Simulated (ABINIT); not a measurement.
Input of an ABINIT 10.8.3 (patched build) run:

run.abi

```
# Datasets
ndtset 4

# Pseudopotentials
pp_dirpath "./"
pseudos "Al.upf"

# Structure
acell 3*1.0
rprim
     0.0000000000     3.8263269058     3.8263269058
     3.8263269058     0.0000000000     3.8263269058
     3.8263269058     3.8263269058     0.0000000000
ntypat 1
znucl 13
natom 1
typat 1
xred
            0.0            0.0            0.0

# Plane-wave basis
ecut 15.0

# k points
ngkpt 12 12 12
nshiftk 1
shiftk 0.0 0.0 0.0

# Exchange and correlation
ixc 11

# Bands and occupations
nband 10
occopt 7
tsmear 0.1 eV

# SCF cycle
nstep 80

# Output
prteig 0
prtebands 0
prtwf 0
prtden 0
prtpot 0

# Dataset 1: ground state
kptopt1 1
tolvrs1 1.0e-15
prtwf1 1
tolwfr1 1.0e-14
nbdbuf1 4
nline1 6

# Dataset 2: response at q = 0 to atomic displacements
rfphon2 1
rfatpol2 1 1
rfdir2 1 1 1
getwfk2 1
kptopt2 2
nqpt2 1
qpt2 0.0 0.0 0.0
tolvrs2 1.0e-8

# Dataset 3: atomic displacements at q = 0.5 0.0 0.0
rfphon3 1
rfatpol3 1 1
rfdir3 1 1 1
getwfk3 1
kptopt3 3
nqpt3 1
qpt3 1/2 0.0 0.0
tolvrs3 1.0e-8

# Dataset 4: atomic displacements at q = 0.5 0.5 0.0
rfphon4 1
rfatpol4 1 1
rfdir4 1 1 1
getwfk4 1
kptopt4 3
nqpt4 1
qpt4 1/2 1/2 0.0
tolvrs4 1.0e-8
```

The input mrgddb.in:

```
merged_DDB
Al
4
runo_DS1_DDB
runo_DS2_DDB
runo_DS3_DDB
runo_DS4_DDB
```

anaddb.abi

```
ddb_filepath "merged_DDB"
output_file "anaddb.abo"
outdata_prefix "ana"
asr 2
chneut 0
dipdip 0
dieflag 0
enunit 0
ifcflag 1
brav 1
ngqpt 2 2 2
nqshft 1
q1shft 0.0 0.0 0.0
nqpath 10
ndivsm 6
qpath
     0.0000000000     0.0000000000     0.0000000000
     0.5000000000     0.0000000000     0.5000000000
     0.5000000000     0.2500000000     0.7500000000
     0.3750000000     0.3750000000     0.7500000000
     0.0000000000     0.0000000000     0.0000000000
     0.5000000000     0.5000000000     0.5000000000
     0.6250000000     0.2500000000     0.6250000000
     0.5000000000     0.2500000000     0.7500000000
     0.5000000000     0.5000000000     0.5000000000
     0.3750000000     0.3750000000     0.7500000000
prtdos 2
ng2qpt 20 20 20
dosdeltae 2.0e-5
```

Potentials or basis: PseudoDojo NC SR PBE v0.4.1 standard.

The run is started by

```console
$ mpirun --bind-to none -np 4 abinit run.abi > log 2>&1
$ mrgddb < mrgddb.in > mrgddb.log 2>&1
$ anaddb anaddb.abi > anaddb.log 2>&1
```

(1) Estimate the highest phonon frequency.

(2) Predict the pressure.

Answers

(1) 340 cm⁻¹.

(2) -0.9 GPa.

Caveat: the q mesh is small, so phonon branches between its points and thermal values are rough.
